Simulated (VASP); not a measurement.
# MgS (Imm2) in VASP: a series of runs, part 2 of 2

VASP 6.6.1. Earlier steps stand in the parts before.

## (3) Single point, LDA

The input, INCAR:

```
ALGO = Normal
EDIFF = 1E-7
ENCUT = 520
GGA = CA
ISIF = 2
ISMEAR = 0
LASPH = T
LCHARG = F
LREAL = F
LWAVE = F
NBANDS = 16
NELM = 100
PREC = Accurate
SIGMA = 0.02
```

The input, KPOINTS:

```
k-points
0
Gamma
  6 4 6
```

The input, POSCAR:

```
MgS
1.0
    3.9416705380      0.0000000000      0.0000000000
    0.0000000000      5.5743639333      0.0000000000
    0.0000000000      0.0000000000      3.9720758334
Mg S
2 2
Direct
    0.0000000000      0.0000000000      0.0000000000
    0.5000000000      0.5000000000      0.5000000000
    0.0000000000      0.2500000000      0.5000000000
    0.5000000000      0.7500000000      0.0000000000
```

Potentials or basis: VASP PAW LDA potentials, release 64 (Mg, S).

Command:

```console
$ cat potpaw_LDA.64/Mg/POTCAR potpaw_LDA.64/S/POTCAR > POTCAR
$ mpirun -np 1 vasp_std > vasp.out
```

OUTCAR:

```text
EDIFF = 1E-7
   ENCUT = 520
   GGA = CA
   ISIF = 2
   ISMEAR = 0
   LASPH = T
   LREAL = F
   NELM = 100
   PREC = Accurate

 ion  position               nearest neighbor table
   1  0.000  0.000  0.000-   4 2.41   4 2.41   3 2.43   3 2.43
   2  0.500  0.500  0.500-   3 2.41   3 2.41   4 2.43   4 2.43
   3  0.000  0.250  0.500-   2 2.41   2 2.41   1 2.43   1 2.43
   4  0.500  0.750  0.000-   1 2.41   1 2.41   2 2.43   2 2.43

  LATTYP: Found a simple orthorhombic cell.
 ALAT       =     3.9416705380
 B/A-ratio  =     1.0077138094
 C/A-ratio  =     1.4142135624

  Lattice vectors:

 A1 = (  -3.9416705380,   0.0000000000,   0.0000000000)
 A2 = (   0.0000000000,   0.0000000000,   3.9720758334)
 A3 = (   0.0000000000,   5.5743639333,   0.0000000000)

Analysis of symmetry for initial positions (statically):
=====================================================================
 Subroutine PRICEL returns following result:

  LATTYP: Found a body centered orthorhombic cell.
 ALAT       =     3.9416705380
 B/A-ratio  =     1.0077138094
 C/A-ratio  =     1.4142135624

  Lattice vectors:

 A1 = (   1.9708352690,   2.7871819666,   1.9860379167)
 A2 = (  -1.9708352690,   2.7871819666,  -1.9860379167)
 A3 = (  -1.9708352690,  -2.7871819666,   1.9860379167)

   2 primitive cells build up your supercell.

 Routine SETGRP: Setting up the symmetry group for a
 simple orthorhombic supercell.

 Subroutine GETGRP returns: Found  4 space group operations
 (whereof  4 operations were pure point group operations)
 out of a pool of  8 trial point group operations.

The static configuration has the point symmetry C_2v.

Analysis of symmetry for dynamics (positions and initial velocities):
=====================================================================
 Subroutine PRICEL returns following result:

[... 139 lines left out ...]
     AMIX     =   0.40;   BMIX     =  1.00
     AMIX_MAG =   1.60;   BMIX_MAG =  1.00
  volume/ion in A,a.u.               =      21.82       147.24
  Fermi-wavevector in a.u.,A,eV,Ry     =   0.930002  1.757448 11.767723  0.864903
  Thomas-Fermi vector in A             =   2.056344
   LORBIT       =      0    0 simple, 1 ext, 2 COOP (PROOUT), +10 PAW based schemes
   GGA     = CA    functional components
   LHFCALC =     F    Hartree Fock is set to
   AEXX    =    0.0000 exact exchange contribution
   IVDW    =     0    specifies the selected vdW correction
   LEPSILON=     F    determine dielectric tensor
   LRPA    =     F    only Hartree local field effects (RPA)
 non-spin polarized calculation
 Gauss-broadening in eV      SIGMA  =   0.02
  energy-cutoff  :      520.00
  volume of cell :       87.28
 maximum number of plane-waves:      2385
 NGX is ok and might be reduce to    30
   NGX = 15   NGY = 21   NGZ = 15

 number of electron      16.0000006 magnetization

 Free energy of the ion-electron system (eV)
  ---------------------------------------------------
  ext. energy  EPLUGINS =         0.00000000
  ---------------------------------------------------
  free energy    TOTEN  =       -18.78611363 eV

  energy without entropy =      -18.78611363  energy(sigma->0) =      -18.78611363

 E-fermi :   1.2730     XC(G=0):  -8.9105

 val. band max:        1.1549523889   @ k =   0.0000   0.0000   0.0000
 cond. band min:       4.5358384064   @ k =   0.0000   0.0000   0.0000
 fundamental gap:      3.3808860175
 Fermi energy:         1.2730170134

 k-point     1 :       0.0000    0.0000    0.0000
  band No.  band energies     occupation
      1     -10.2260      2.00000
      2      -9.2114      2.00000
      3      -1.8392      2.00000
      4       0.0010      2.00000
      5       0.0546      2.00000
      6       1.1295      2.00000
[... 433 lines left out ...]
      3      -2.0292      2.00000
      4      -2.0292      2.00000
      5       0.2117      2.00000
      6       0.2117      2.00000
[... 8 lines left out ...]
     15      10.1161      0.00000
     16      10.1161      0.00000

 [... further k-points ...]

------------------------ aborting loop because EDIFF is reached ----------------------------------------

  FORCE on cell =-STRESS in cart. coord.  units (eV):
  Direction    XX          YY          ZZ          XY          YZ          ZX
  --------------------------------------------------------------------------------------
  -------------------------------------------------------------------------------------
  Total        0.1400156     -0.0642679     -0.3368178      0.0000000      0.0000000      0.0000000
  in kB        2.5703588     -1.1798083     -6.1831876      0.0000000      0.0000000      0.0000000
  external PRESSURE =      -1.5975457 kB  Pullay stress =       0.0000000 kB

 VOLUME and BASIS-vectors are now :
 -----------------------------------------------------------------------------
  energy-cutoff  :      520.00
  volume of cell :       87.28
      direct lattice vectors                 reciprocal lattice vectors
     3.941670538  0.000000000  0.000000000     0.253699539  0.000000000  0.000000000
     0.000000000  5.574363933  0.000000000     0.000000000  0.179392665  0.000000000
     0.000000000  0.000000000  3.972075833     0.000000000  0.000000000  0.251757530

 POSITION                                       TOTAL-FORCE (eV/Angst)
 -----------------------------------------------------------------------------------
      0.00000      0.00000      0.00000        -0.000000      0.052613      0.000000
      1.97084      2.78718      1.98604        -0.000000      0.052613      0.000000
      0.00000      1.39359      1.98604         0.000000     -0.052613      0.000000
      1.97084      4.18077      0.00000         0.000000     -0.052613     -0.000000
 -----------------------------------------------------------------------------------
    total drift:                                0.000000      0.000032      0.000000

  FREE ENERGIE OF THE ION-ELECTRON SYSTEM (eV)
  ---------------------------------------------------
  free  energy   TOTEN  =       -18.7861136274 eV

  energy  without entropy=      -18.7861136274  energy(sigma->0) =      -18.78611363
```

stdout:

```text
POSCAR found type information on POSCAR MgS
 POSCAR found :  2 types and       4 ions
 scaLAPACK will be used
 LDA part: xc-table for (Slater(with rela. corr.)+CA(PZ))
 , standard interpolation
 POSCAR, INCAR and KPOINTS ok, starting setup
 FFT: planning ... GRIDC
 FFT: planning ... GRID_SOFT
 FFT: planning ... GRID
 WAVECAR not read
 entering main loop
```

Wall time 56 s (1 thread of Intel Xeon Platinum 8259CL at 2.50GHz (Skylake/Cascade Lake), shared host); peak memory 0.19 GiB.

Results:

```
Free energy            : -18.7861 eV
Pressure               : -0.2 GPa
Largest force          : 0.053 eV/Å
Band gap on the k mesh : 3.38 eV
```

Forces in eV/Å, atoms in the order of the input:
```
Mg   0.000  0.053  0.000
Mg   0.000  0.053  0.000
S    0.000 -0.053  0.000
S    0.000 -0.053  0.000
```

Stress tensor (GPa, compression positive):
```
 0.26  0.00  0.00
 0.00 -0.12  0.00
 0.00  0.00 -0.62
```

Levels at points of the mesh, in eV from the valence-band top:
| k point | band 5 | band 6 | band 7 | band 8 | band 9 | band 10 | band 11 | band 12 |
| --- | --- | --- | --- | --- | --- | --- | --- | --- |
| (0.00, 0.00, 0.00) | -1.10 | -0.03 | 0.00 | 0.00 | 3.38 | 3.61 | 5.45 | 7.80 |
| (0.50, 0.00, 0.00) | -1.50 | -1.50 | -0.40 | -0.40 | 6.21 | 6.21 | 6.77 | 6.77 |
| (0.00, 0.50, 0.00) | -0.65 | -0.65 | -0.61 | -0.61 | 5.05 | 5.05 | 6.39 | 6.39 |
| (0.50, 0.50, 0.00) | -0.38 | -0.38 | -0.35 | -0.35 | 4.98 | 4.98 | 7.44 | 7.44 |
| (0.00, 0.00, 0.50) | -1.52 | -1.52 | -0.38 | -0.38 | 6.25 | 6.25 | 6.79 | 6.79 |
| (0.50, 0.00, 0.50) | -1.11 | -1.11 | -1.11 | -1.11 | 3.62 | 3.62 | 5.48 | 5.48 |
| (0.00, 0.50, 0.50) | -0.35 | -0.35 | -0.34 | -0.34 | 5.02 | 5.02 | 7.51 | 7.51 |
| (0.50, 0.50, 0.50) | -2.00 | -2.00 | -1.45 | -1.45 | 5.38 | 5.38 | 7.99 | 7.99 |

A k mesh can miss the band edges. Expect the measured gap to be larger: semilocal functionals such as LDA lack the derivative discontinuity.

## (4) Single point, LDA

The input, INCAR:

```
SYSTEM = MgS
PREC = Accurate
ENCUT = 520
EDIFF = 1E-6
ISMEAR = 0
SIGMA = 0.1
LREAL = .False.
LASPH = .True.
NELM = 100
ALGO = Normal
ISIF = 2
LWAVE = .False.
LCHARG = .False.
NBANDS = 16
```

The input, KPOINTS:

```
Automatic mesh
0
Gamma
  4 4 4
  0 0 0
```

POSCAR is that of step 3.

Potentials or basis: VASP PAW LDA potentials, release 64 (Mg, S).

Command:

```console
$ cat potpaw_LDA.64/Mg/POTCAR potpaw_LDA.64/S/POTCAR > POTCAR
$ mpirun -np 1 vasp_std > vasp.out
```

OUTCAR:

```text
SYSTEM = MgS
   PREC = Accurate
   ENCUT = 520
   EDIFF = 1E-6
   ISMEAR = 0
   LREAL = .False.
   LASPH = .True.
   NELM = 100
   ISIF = 2

 ion  position               nearest neighbor table
   1  0.000  0.000  0.000-   4 2.41   4 2.41   3 2.43   3 2.43
   2  0.500  0.500  0.500-   3 2.41   3 2.41   4 2.43   4 2.43
   3  0.000  0.250  0.500-   2 2.41   2 2.41   1 2.43   1 2.43
   4  0.500  0.750  0.000-   1 2.41   1 2.41   2 2.43   2 2.43

  LATTYP: Found a simple orthorhombic cell.
 ALAT       =     3.9416705380
 B/A-ratio  =     1.0077138094
 C/A-ratio  =     1.4142135624
[... 676 lines left out ...]
  --------------------------------------------------------------------------------------
  -------------------------------------------------------------------------------------
  Total        0.1820919     -0.1093994     -0.2978754      0.0000000      0.0000000      0.0000000
  in kB        3.3427812     -2.0083175     -5.4682970      0.0000000      0.0000000      0.0000000
  external PRESSURE =      -1.3779444 kB  Pullay stress =       0.0000000 kB

 VOLUME and BASIS-vectors are now :
 -----------------------------------------------------------------------------
  energy-cutoff  :      520.00
  volume of cell :       87.28
      direct lattice vectors                 reciprocal lattice vectors
     3.941670538  0.000000000  0.000000000     0.253699539  0.000000000  0.000000000
     0.000000000  5.574363933  0.000000000     0.000000000  0.179392665  0.000000000
     0.000000000  0.000000000  3.972075833     0.000000000  0.000000000  0.251757530

 POSITION                                       TOTAL-FORCE (eV/Angst)
 -----------------------------------------------------------------------------------
      0.00000      0.00000      0.00000        -0.000000      0.052353     -0.000000
      1.97084      2.78718      1.98604        -0.000000      0.052353     -0.000000
      0.00000      1.39359      1.98604         0.000000     -0.052353      0.000000
      1.97084      4.18077      0.00000         0.000000     -0.052353      0.000000
 -----------------------------------------------------------------------------------
    total drift:                                0.000000     -0.000045      0.000000

  FREE ENERGIE OF THE ION-ELECTRON SYSTEM (eV)
  ---------------------------------------------------
  free  energy   TOTEN  =       -18.7748147601 eV

  energy  without entropy=      -18.7748147601  energy(sigma->0) =      -18.77481476
```

Wall time 38 s (1 thread of Intel Xeon Platinum 8259CL at 2.50GHz (Skylake/Cascade Lake), shared host); peak memory 0.17 GiB.

What came out:

| Property | Result |
| --- | --- |
| Free energy | -18.7748 eV |
| Pressure | -0.1 GPa |
| Largest force | 0.052 eV/Å |
| Band gap on the k mesh | 3.38 eV |

Forces on the atoms (eV/Å):
```
Mg   0.000  0.052  0.000
Mg   0.000  0.052  0.000
S    0.000 -0.052  0.000
S    0.000 -0.052  0.000
```

A k mesh can miss the band edges. As with any semilocal functional, this LDA gap is likely too small.

## (5) The runs side by side

```tsv
cell	k mesh	smearing	gap on the mesh (eV)	pressure (GPa)	largest force (eV/Å)
Imm2, 21.8 Å³/atom	6 × 4 × 6	gaussian 0.02 eV	3.38	-0.1	-
Imm2, 21.82 Å³/atom	6 × 4 × 6	gaussian 0.02 eV	3.38	-0.2	0.05
Imm2, 21.82 Å³/atom	4 × 4 × 4	gaussian 0.1 eV	3.38	-0.1	0.05
```

Alike in all rows: task single point; level LDA; potentials or basis VASP PAW LDA potentials, release 64 (Mg, S); no spin polarisation; cutoff (eV) 520.

On the cell as given the gap runs from 3.38 eV (LDA) to 3.38 eV (LDA); the meshes differ, which moves gaps too.

Absolute energies hang on the potentials; compare differences alone.
